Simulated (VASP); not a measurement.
# Settings for GaN: equation of state

GaN, P6_3mc (no. 186), 4 atoms in the cell. R2SCAN; PAW potentials Ga_d, N (PBE set). VASP 6.6.1.

Wanted: equilibrium volume within 1 %; bulk modulus within 5 %.

What the run is for: equation of state; Accuracy asked: screening.

The series start from Plane-wave cutoff (eV): 520; k-point mesh: 8 × 8 × 5; Volumes: 5 from 0.92 to 1.08; Precision mode (PREC): Accurate; Electronic threshold (eV): 1e-6; Aspherical gradient terms in the spheres (LASPH): yes; Start of each volume: each volume from scratch. Each series keeps the choices made before it, and each single choice may use up half of a tolerance. Times cover all steps of a run.

## Plane-wave cutoff (eV)

| Plane-wave cutoff (eV) | Equilibrium volume (Å³/atom) | Bulk modulus (GPa) | Time (s) |
|---|---|---|---|
| 320 | 11.45 | 202.3 | 85 |
| 400 | 11.45 | 192.4 | 129 |
| 460 | 11.44 | 196.2 | 146 |
| 520 | 11.44 | 195.1 | 134 |
| 600 | 11.44 | 195.6 | 186 |
| 700 | 11.44 | 194.9 | 209 |
| 840 (reference) | 11.45 | 195.9 | 266 |

Chosen: 400, the loosest value from which every tighter one stays within half of the tolerance.

## k-point mesh

| k-point mesh | Equilibrium volume (Å³/atom) | Bulk modulus (GPa) | Time (s) |
|---|---|---|---|
| 3 × 3 × 2 | 11.45 | 195.2 | 58 |
| 4 × 4 × 2 | 11.43 | 192.8 | 61 |
| 4 × 4 × 3 | 11.45 | 194.6 | 64 |
| 5 × 5 × 3 | 11.47 | 197.1 | 84 |
| 7 × 7 × 4 | 11.46 | 193.8 | 103 |
| 8 × 8 × 5 | 11.45 | 192.4 | 129 |
| 10 × 10 × 6 | 11.46 | 194.3 | 169 |
| 13 × 13 × 7 (reference) | 11.46 | 195.2 | 239 |

Chosen: 3 × 3 × 2.

## Volumes

| Volumes | Equilibrium volume (Å³/atom) | Bulk modulus (GPa) | Time (s) |
|---|---|---|---|
| 5 from 0.88 to 1.12 | 11.47 | 198 | 53 |
| 5 from 0.92 to 1.08 | 11.45 | 195.2 | 58 |
| 7 from 0.91 to 1.09 (reference) | 11.46 | 193.7 | 72 |

Chosen: 5 from 0.88 to 1.12.

## Precision mode (PREC)

| Precision mode (PREC) | Equilibrium volume (Å³/atom) | Bulk modulus (GPa) | Time (s) |
|---|---|---|---|
| SingleN | 11.53 | 178.1 | 39 |
| Normal | 11.49 | 197.7 | 41 |
| Accurate (reference) | 11.47 | 198 | 53 |

Chosen: Normal.

## Electronic threshold (eV)

| Electronic threshold (eV) | Equilibrium volume (Å³/atom) | Bulk modulus (GPa) | Time (s) |
|---|---|---|---|
| 0.001 | 11.49 | 196.3 | 25 |
| 0.0001 | 11.49 | 197.7 | 30 |
| 1e-5 | 11.49 | 197.7 | 34 |
| 1e-6 | 11.49 | 197.7 | 41 |
| 1e-7 (reference) | 11.49 | 197.7 | 47 |

Chosen: 0.001.

## Aspherical gradient terms in the spheres (LASPH)

| Aspherical gradient terms in the spheres (LASPH) | Equilibrium volume (Å³/atom) | Bulk modulus (GPa) | Time (s) |
|---|---|---|---|
| yes | 11.49 | 196.3 | 25 |
| no | 11.5 | 196.9 | 9.1 |

Chosen: no, the fastest of those that stay within half of the tolerance.

## Start of each volume

| Start of each volume | Equilibrium volume (Å³/atom) | Bulk modulus (GPa) | Time (s) |
|---|---|---|---|
| each volume from scratch | 11.5 | 196.9 | 9.1 |
| orbitals of the volume before (WAVECAR) | 11.5 | 198.4 | 7.3 |

Chosen: orbitals of the volume before (WAVECAR); it saves 1.8 s of 9.1, so each volume from scratch would do nearly as well.

## All choices together

| Input | Equilibrium volume (Å³/atom) | Bulk modulus (GPa) | Time (s) |
|---|---|---|---|
| the program's defaults (naive) | 11.5 | 197 | 14 |
| chosen settings | 11.5 | 198.4 | 7.3 |
| reference settings throughout | 11.45 | 195.7 | 860 |

The tolerance is met.

## The input

INCAR:
```
METAGGA = R2SCAN ; ISMEAR = 0
SIGMA = 0.03 ; LWAVE = True
LCHARG = False ; ISIF = 2
NSW = 0 ; PREC = Normal
LASPH = False ; LREAL = False
ALGO = Normal ; EDIFF = 0.001
NELM = 120 ; GGA_COMPAT = False
ENCUT = 400 ; EFERMI = MIDGAP
LMIXTAU = True ; KPAR = 2
```

KPOINTS:
```
Automatic mesh
0
Gamma
  3 3 2
  0 0 0
```

POSCAR.step1:
```
GaN
1.0
    3.0473430291      0.0000000000      0.0000000000
   -1.5236715145      2.6390764772      0.0000000000
    0.0000000000      0.0000000000      4.9504949963
Ga N
2 2
Direct
    0.6666666667      0.3333333333      0.5000000000
    0.3333333333      0.6666666667      0.0000000000
    0.6666666667      0.3333333333      0.8750000000
    0.3333333333      0.6666666667      0.3750000000
```

POSCAR.step2:
```
GaN
1.0
    3.1150838257      0.0000000000      0.0000000000
   -1.5575419129      2.6977417280      0.0000000000
    0.0000000000      0.0000000000      5.0605418376
Ga N
2 2
Direct
    0.6666666667      0.3333333333      0.5000000000
    0.3333333333      0.6666666667      0.0000000000
    0.6666666667      0.3333333333      0.8750000000
    0.3333333333      0.6666666667      0.3750000000
```

POSCAR.step3:
```
GaN
1.0
    3.1800000000      0.0000000000      0.0000000000
   -1.5900000000      2.7539607840      0.0000000000
    0.0000000000      0.0000000000      5.1660000000
Ga N
2 2
Direct
    0.6666666667      0.3333333333      0.5000000000
    0.3333333333      0.6666666667      0.0000000000
    0.6666666667      0.3333333333      0.8750000000
    0.3333333333      0.6666666667      0.3750000000
```

POSCAR.step4:
```
GaN
1.0
    3.2423687753      0.0000000000      0.0000000000
   -1.6211843877      2.8079737278      0.0000000000
    0.0000000000      0.0000000000      5.2673198406
Ga N
2 2
Direct
    0.6666666667      0.3333333333      0.5000000000
    0.3333333333      0.6666666667      0.0000000000
    0.6666666667      0.3333333333      0.8750000000
    0.3333333333      0.6666666667      0.3750000000
```

POSCAR.step5:
```
GaN
1.0
    3.3024262488      0.0000000000      0.0000000000
   -1.6512131244      2.8599850255      0.0000000000
    0.0000000000      0.0000000000      5.3648849060
Ga N
2 2
Direct
    0.6666666667      0.3333333333      0.5000000000
    0.3333333333      0.6666666667      0.0000000000
    0.6666666667      0.3333333333      0.8750000000
    0.3333333333      0.6666666667      0.3750000000
```

Commands (each step's output is kept before the next begins):
```
cat potpaw_PBE.64/Ga_d/POTCAR potpaw_PBE.64/N/POTCAR > POTCAR
cp POSCAR.step1 POSCAR
mpirun -np 8 vasp_std > vasp.out
cp POSCAR.step2 POSCAR
mpirun -np 8 vasp_std > vasp.out
cp POSCAR.step3 POSCAR
mpirun -np 8 vasp_std > vasp.out
cp POSCAR.step4 POSCAR
mpirun -np 8 vasp_std > vasp.out
cp POSCAR.step5 POSCAR
mpirun -np 8 vasp_std > vasp.out
```

The naive input happens to agree within the tolerance here, in 14 s.

Limits: Every volume keeps the cell's shape and the atoms' fractional positions, so the modulus is that of a clamped cell, stiffer than the relaxed one, above all in layered crystals.

The chosen input took VASP 6.6.1 7.3 s on 8 cores (AMD EPYC 7R13 (Zen 3)), a shared host.
